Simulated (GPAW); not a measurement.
# B/Au(110) in an electric field, part 2 of 2

Aim: the dipole that a field along the normal induces in B/Au(110).

GPAW 26.7.0; GPAW, PAW setups; slab in vacuum, relaxation (the session's first sound run).

So far. Step 5 (Field on): The dipole is now -0.0759 e Å, against -0.015 in the run without a field.

## (8) Field on (continued)

The electrostatic potential energy of an electron (without an applied field's), less the Fermi level, planar mean oscillates, so the rows of the table below give means over windows of 1.54 Å about each position, cut where the curve ends. Its maxima inside the range that stand out by 2 % of the span (Å: eV): 7.7: -5.58, 9.3: -4.09, 10.8: -5.14, 12.6: 0.950. Its minima: 7.0: -12.3, 8.4: -13.0, 10.0: -13.3, 11.6: -13.1, 13.8: -21.4.

Table of electrostatic potential energy of an electron (without an applied field's), less the Fermi level, planar mean by z; means over each step:

```tsv
z (Å)	electrostatic potential energy of an electron (without an applied field's), less the Fermi level, planar mean (eV)
0.77	5.50
2.31	5.55
3.85	5.53
5.39	4.62
6.93	-7.32
8.47	-8.76
10.01	-8.85
11.55	-8.36
13.09	-7.20
14.63	-4.37
16.17	4.69
17.71	4.82
19.25	4.83
```

The dipole is now 0.0470 e Å, against -0.015 in the run without a field.

## (9) Field on

Contents of run.py:

```python
import json
import numpy as np
from ase import Atoms
from gpaw import GPAW, PW
from gpaw.external import ConstantElectricField

slab = Atoms(
    ['Au', 'Au', 'Au', 'Au', 'Au', 'B'],
    positions=[
        [0.00000, 0.00000, 7.00000],
        [2.04000, 1.44250, 8.44250],
        [0.00000, 0.00000, 10.02651],
        [2.04000, 1.44250, 11.55704],
        [0.00000, -0.00000, 13.87298],
        [2.04000, 1.44250, 13.67009]],
    cell=[[4.08, 0.0, 0.0], [0.0, 2.885, 0.0], [0.0, 0.0, 20.26999]],
    pbc=[True, True, False])

slab.calc = GPAW(mode=PW(500), xc='PBE', kpts={'size': (8, 11, 1), 'gamma': True},
                 occupations={'name': 'fermi-dirac', 'width': 0.1}, nbands='200%',
                 convergence={'density': 1e-05}, maxiter=200,
                 poissonsolver={'dipolelayer': 'xy'},
                 external=ConstantElectricField(0.2, [0, 0, 1]),
                 symmetry={'tolerance': 1e-3}, txt='slab.txt')
result = {}
energy = slab.get_potential_energy()
fermi = slab.calc.get_fermi_level()
v = slab.calc.get_electrostatic_potential().mean((0, 1)) - fermi
n = slab.calc.get_pseudo_density().mean((0, 1))
L = slab.cell[2, 2]
z = np.arange(len(v)) * L / len(v)
low, high = slab.positions[:, 2].min(), slab.positions[:, 2].max()
below, above = np.interp([low - 4.8, high + 4.8], z, v)
slopes = [np.interp(x, z, np.gradient(v, z)) for x in (low - 4.8, high + 4.8)]
eps = np.array([[slab.calc.get_eigenvalues(k, s) for k in range(len(slab.calc.get_ibz_k_points()))]
                for s in range(slab.calc.get_number_of_spins())]) - fermi
top, bottom = eps[eps < 0].max(), eps[eps > 0].min()
dipole = slab.get_dipole_moment()[2]
print(f'energy {energy:.4f} eV, Fermi level {fermi:.4f} eV, dipole {dipole:.5f} e A')
print(f'potential 4.8 A off the faces, from the Fermi level: lower {below:.4f} eV, upper {above:.4f} eV')
print(f'slope of the potential there: lower {slopes[0]:.5f}, upper {slopes[1]:.5f} eV/A')
print(f'nearest levels on the mesh: {top:.4f} and {bottom:.4f} eV')
print('magnetic moment', round(slab.get_magnetic_moment(), 3))
result.update(energy=energy, fermi=fermi, dipole=dipole, below=below, above=above, slopes=slopes, edges=[top, bottom],
              z=z.tolist(), v=v.tolist(), n=n.tolist(), positions=slab.positions.tolist(),
              forces=slab.get_forces(apply_constraint=False).tolist(), moments=slab.get_magnetic_moments().tolist())
json.dump(result, open('result.json', 'w'))
```

Command:

```
$ OMP_NUM_THREADS=1 OPENBLAS_NUM_THREADS=1 python run.py
```

Run time: 8 min. Hardware: 1 thread of Arm Neoverse V1, shared host; peak memory 0.56 GiB.

The dipole is now 0.109 e Å, against -0.015 in the run without a field.

## (10) In a field

Changes to run.py since step 9:

```diff
@@ -22,3 +22,3 @@
                  poissonsolver={'dipolelayer': 'xy'},
-                 external=ConstantElectricField(0.2, [0, 0, 1]),
+                 external=ConstantElectricField(0.3, [0, 0, 1]),
                  symmetry={'tolerance': 1e-3}, txt='slab.txt')
```

Elapsed: 10 min, on 1 thread; peak memory 0.56 GiB.

The electrostatic potential energy of an electron (without an applied field's), less the Fermi level, planar mean by z:

```tsv
z (Å)	electrostatic potential energy of an electron (without an applied field's), less the Fermi level, planar mean (eV)
0.0	5.14
0.5	6.44
1.0	6.44
1.5	6.44
2.0	6.44
2.5	6.44
3.0	6.44
3.5	6.44
4.0	6.43
4.5	6.39
5.0	6.27
5.5	5.78
6.0	3.78
6.5	-3.52
7.0	-11.6
7.5	-6.50
8.0	-7.56
8.5	-12.5
9.0	-5.49
9.5	-6.09
10.0	-13.1
10.5	-7.68
11.0	-6.62
11.5	-13.3
12.0	-7.00
12.5	0.0909
13.0	-2.39
13.5	-16.8
14.0	-18.9
14.5	-4.87
15.0	1.81
15.5	3.39
16.0	3.73
16.5	3.81
17.0	3.82
17.5	3.83
18.0	3.83
18.5	3.83
19.0	3.83
19.5	3.83
20.0	4.19
```

The dipole is now 0.170 e Å, against -0.015 in the run without a field.

## (11) The series

The members are put on one axis.

This step: induced dipole against applied field (GPAW 26.7.0).

Table of dipole along the normal by field:

```tsv
field (V/Å)	dipole along the normal (e·Å)
-0.200	-0.137
-0.100	-0.0759
-0.050	-0.0452
0.000	-0.0147
0.050	0.0163
0.100	0.0470
0.200	0.109
0.300	0.170
```

## (12) A changed run

One more run, with changed settings.

This step: GPAW, PAW setups; slab in vacuum (GPAW 26.7.0).

Changes to run.py since step 10:

```diff
@@ -4,3 +4,2 @@
 from gpaw import GPAW, PW
-from gpaw.external import ConstantElectricField
 
@@ -20,5 +19,4 @@
                  occupations={'name': 'fermi-dirac', 'width': 0.1}, nbands='200%',
-                 convergence={'density': 1e-05}, maxiter=200,
+                 convergence={'density': 1e-05}, maxiter=3,
                  poissonsolver={'dipolelayer': 'xy'},
-                 external=ConstantElectricField(0.3, [0, 0, 1]),
                  symmetry={'tolerance': 1e-3}, txt='slab.txt')
```

The job ended after 65 s (1 thread; peak memory 0.41 GiB).

The run stopped without converging, so none of its numbers is a property of the system.

The fault put into the input: too few SCF iterations (maxiter = 3).

## (13) Outcome

```yaml
work_function_upper_and_lower_face: 5.323 and 5.101 eV
dipole_along_the_normal: -0.0147 e Å
induced_dipole_per_field: 0.615 e Å per V/Å
out_of_plane_polarisability_per_area_alpha_eps_0_a: 9.45 Å
```

The field induces 0.615 e Å per V/Å, a polarisable thickness α/(ε0 A) of 9.45 Å beside 6.87 Å between the outermost nuclei. A perfect conductor would give the distance between its two image planes; a dielectric of thickness t gives t(1 - 1/ε). The two faces differ by 0.22 eV, the step that the slab's dipole makes (e p/(ε0 A) gives 0.23 eV), so the dipole layer is needed. The induced dipole is linear in the field over this range. The cell of 11.8 Å² holds one B, started on one chosen site; other sites and coverages weren't tried. The in-plane lattice was kept as typed, which isn't the functional's own and leaves some strain; spin-orbit coupling and temperature are left out.

[Logs are printed without paths, hosts, clocks, repeated set-up lines and the standing remarks that a program may print on its own settings, such as how far it seeks lower states.]

[Hosts, paths, dates, database ids (printed as entryN), source tags and the programs' standing remarks are cut or masked in the printed files.]
